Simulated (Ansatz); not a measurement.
# C4H8: the cost of one run

Program: Ansatz 0.2.0. Level of theory: RKS r2SCAN-D4/STO-3G. These are calculated values, not measurements.

## 1. The starting structure

Bond lengths: C1–C2 1.298 Å, C2–C3 1.515 Å, C3–C4 1.569 Å, C1–H5 1.116 Å, C1–H6 1.108 Å, C2–H7 1.114 Å, C3–H8 1.036 Å, C3–H9 1.036 Å, C4–H10 1.020 Å, C4–H11 1.113 Å, C4–H12 1.123 Å. Angles (14 of 18 angles, heavy atoms first): C1–C2–C3 124.5°, C2–C3–C4 107.1°, C1–C2–H7 117.4°, C3–C2–H7 118.1°, C2–C1–H5 121.3°, C2–C1–H6 124.2°, C2–C3–H8 109.8°, C2–C3–H9 107.8°, C4–C3–H8 112.0°, C4–C3–H9 109.4°, C3–C4–H10 114.8°, C3–C4–H11 109.5°, C3–C4–H12 105.5°, H5–C1–H6 113.9°.

Coordinates:

```xyz
12

C    -0.0668    1.8478    0.5849
C     0.3241    0.8832   -0.1914
C    -0.4944   -0.3536   -0.5012
C     0.3148   -1.5880    0.0314
H    -1.0931    1.8604    1.0220
H     0.5007    2.7852    0.7469
H     1.3429    0.9631   -0.6361
H    -1.4262   -0.2793   -0.0556
H    -0.5873   -0.4216   -1.5303
H     1.2337   -1.7134   -0.3938
H     0.3549   -1.5551    1.1435
H    -0.3263   -2.4840   -0.1864
```

## 2. Relaxing end A

Input file input.yaml:

```yaml
crystal:
  periodic: [false, false, false]
  atoms:
    - { symbol: C, position_ang: [-0.0668, 1.8478, 0.5849] }
    - { symbol: C, position_ang: [0.3241, 0.8832, -0.1914] }
    - { symbol: C, position_ang: [-0.4944, -0.3536, -0.5012] }
    - { symbol: C, position_ang: [0.3148, -1.588, 0.0314] }
    - { symbol: H, position_ang: [-1.0931, 1.8604, 1.022] }
    - { symbol: H, position_ang: [0.5007, 2.7852, 0.7469] }
    - { symbol: H, position_ang: [1.3429, 0.9631, -0.6361] }
    - { symbol: H, position_ang: [-1.4262, -0.2793, -0.0556] }
    - { symbol: H, position_ang: [-0.5873, -0.4216, -1.5303] }
    - { symbol: H, position_ang: [1.2337, -1.7134, -0.3938] }
    - { symbol: H, position_ang: [0.3549, -1.5551, 1.1435] }
    - { symbol: H, position_ang: [-0.3263, -2.484, -0.1864] }
basis:
  gaussian: { orbitals: STO-3G }
hamiltonian:
  xc: r2scan
  dispersion: d4
relax:
  f_tol: 0.015
  max_steps: 40
output:
  orbitals: {}
```

Command:

```sh
ansatz run input.yaml --threads 1 --pin off --max-ram 2048MiB --backend cpu --events-out ev --progress --plain --runs-dir out
```

**Question.** How long does this run take on 1 thread of Arm Neoverse V1, shared host, and how much memory does it need?

About 28 s, with a peak of 0.11 GiB.
